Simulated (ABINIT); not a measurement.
Runs of ABINIT 10.8.3 (patched build) on MgB2. The structure is hexagonal, space group P6/mmm (No. 191). Conventional cell: a = 3.085 Å, b = 3.085 Å, c = 3.523 Å, α = 90.00°, β = 90.00°, γ = 120.00°. Mg (site symmetry 6/mmm) has 12 B at 2.51 Å as nearest neighbours. Around B (site symmetry -6m2) lie 3 B at 1.78 Å. 

```csv
task,level,potentials or basis,cell,k mesh,cutoff (eV),cell freedom (optcell),optimiser (ionmov),cutoff smearing ecutsm (Ha),force stop (Ha/bohr),stop of the response cycle (tolvrs),gap on the mesh (eV),pressure (GPa),relaxed volume (Å³/atom)
relaxation of cell and atoms,PBEsol,PseudoDojo NC SR PBEsol v0.4.1 standard,relaxed,8 × 8 × 6,1143,2,2,0.5,2e-05,-,none,0.0,9.49
single point,PBEsol,PseudoDojo NC SR PBEsol v0.4.1 standard,cell relaxed,8 × 8 × 6,1143,-,-,-,-,-,none,0.0,-
single point,LDA,PseudoDojo NC SR LDA v0.4.1 standard,cell relaxed,8 × 8 × 6,1143,-,-,-,-,-,none,0.0,-
phonons at a zone-boundary q,PBEsol,PseudoDojo NC SR PBEsol v0.4.1 standard,cell relaxed at zero pressure by an earlier run,"8 × 8 × 6, shifted",1143,-,-,0.5,-,1e-08,-,-0.1,-
optical spectrum,PBEsol,PseudoDojo NC SR PBEsol v0.4.1 standard,as given,"12 × 12 × 8, shifted",1034,-,-,-,-,-,-,(b),-
relaxation of cell and atoms,LDA,PseudoDojo NC SR LDA v0.4.1 standard,relaxed,8 × 8 × 6,1143,2,2,0.5,2e-05,-,none,0.0,(a)
single point,PBE,PseudoDojo NC SR PBE v0.4.1 standard,as given,8 × 8 × 6,1088,-,-,-,-,-,none,-1.0,-
single point,PBEsol,PseudoDojo NC SR PBEsol v0.4.1 standard,as given,8 × 8 × 6,1034,-,-,-,-,-,none,-3.3,-
single point,LDA,PseudoDojo NC SR LDA v0.4.1 standard,as given,8 × 8 × 6,1088,-,-,-,-,-,none,-7.4,-
```

Alike in all rows: no spin polarisation; smearing fermi-dirac 0.05 eV.

Q: Estimate the missing entries.

A: (a) 9.20; (b) -3.5.

Caveats: the mesh is coarse for a metal's response (some runs); the intraband (Drude) term is left out (some runs); spectra need much finer meshes, so this one isn't converged (some runs); independent-particle spectra lack excitons (some runs).

A gap of «none» marks a metal or a gap under the smearing width.
